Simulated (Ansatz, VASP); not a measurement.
# One calculation of CdF2, two programs

The input INCAR:

```
SYSTEM = CdF2
PREC     = Accurate       ! precision mode
ENCUT    = 520            ! plane-wave cutoff, eV
EDIFF    = 1E-6           ! SCF threshold, eV
ISMEAR   = 0              ! smearing method
SIGMA    = 0.05           ! smearing width, eV
LREAL    = .FALSE.        ! projectors in reciprocal space
LASPH    = .TRUE.         ! aspherical terms in the spheres
NELM     = 80             ! most SCF steps
ALGO     = Normal         ! electronic algorithm
ISIF     = 2              ! what is computed and relaxed
LWAVE    = .FALSE.        ! write WAVECAR
LCHARG   = .FALSE.        ! write CHGCAR
GGA      = PS             ! functional
IVDW     = 12             ! dispersion correction
NBANDS   = 20             ! bands
```

The input KPOINTS:

```
Automatic mesh
0
G
  8 8 8
  0 0 0
```

The input POSCAR:

```
CdF2
1.0
    0.0000000000      2.6778053600      2.6778053600
    2.6778053600      0.0000000000      2.6778053600
    2.6778053600      2.6778053600      0.0000000000
Cd F
1 2
Direct
    0.0000000000      0.0000000000      0.0000000000
    0.2500000000      0.2500000000      0.2500000000
    0.7500000000      0.7500000000      0.7500000000
```

Input for Ansatz:

```yaml
crystal:
  lattice:
    - [0.0, 2.67780536, 2.67780536]
    - [2.67780536, 0.0, 2.67780536]
    - [2.67780536, 2.67780536, 0.0]
  atoms:
    - { symbol: Cd, position: [0.0, 0.0, 0.0] }
    - { symbol: F, position: [0.25, 0.25, 0.25] }
    - { symbol: F, position: [0.75, 0.75, 0.75] }
basis:
  ecutwfc: 420
  ecutrho_ratio: 4
kpoints:
  mp_grid: { grid: [8, 8, 8] }
hamiltonian:
  xc: pbesol
  dispersion: d3bj
scf:
  occupations: { method: gaussian, width: 0.05 }
output:
  forces: true
  stress: true
  eigenvalues: true
```

Alike in both runs: task single point; functional PBEsol; dispersion D3(BJ); k mesh 8 × 8 × 8; occupations gaussian, width 0.05 eV; no spin polarisation.

|  | VASP | Ansatz |
| --- | --- | --- |
| version | VASP 6.6.1 | Ansatz 0.2.0 |
| potentials or method | VASP PAW PBE potentials, release 64 (Cd, F) | scalar-relativistic, plane waves, PAW |
| plane-wave cutoff (eV) | 520 | 420 |
| valence electrons in the cell | 26 | 34 |

Ansatz gave:

| Quantity | Value |
| --- | --- |
| gap on the k mesh at the Fermi level (eV) | 3.00 |
| least direct gap on the mesh (eV) | 3.46 |
| pressure (GPa) | 0.0 |
| dispersion energy (meV/atom) | -139.3 |

Task: What did VASP give for the same quantities?

Result: gap on the k mesh at the Fermi level (eV): 2.96; least direct gap on the mesh (eV): 3.43; pressure (GPa): 0.9; dispersion energy (meV/atom): -139.3.

The two sets of potentials don't hold the same shells in valence.

Caveats: the PAW data sets were made with another functional, which shifts forces and pressure a little (VASP). PBEsol gaps usually lie below the measured ones, often by a third to a half. A k mesh can miss the band edges.
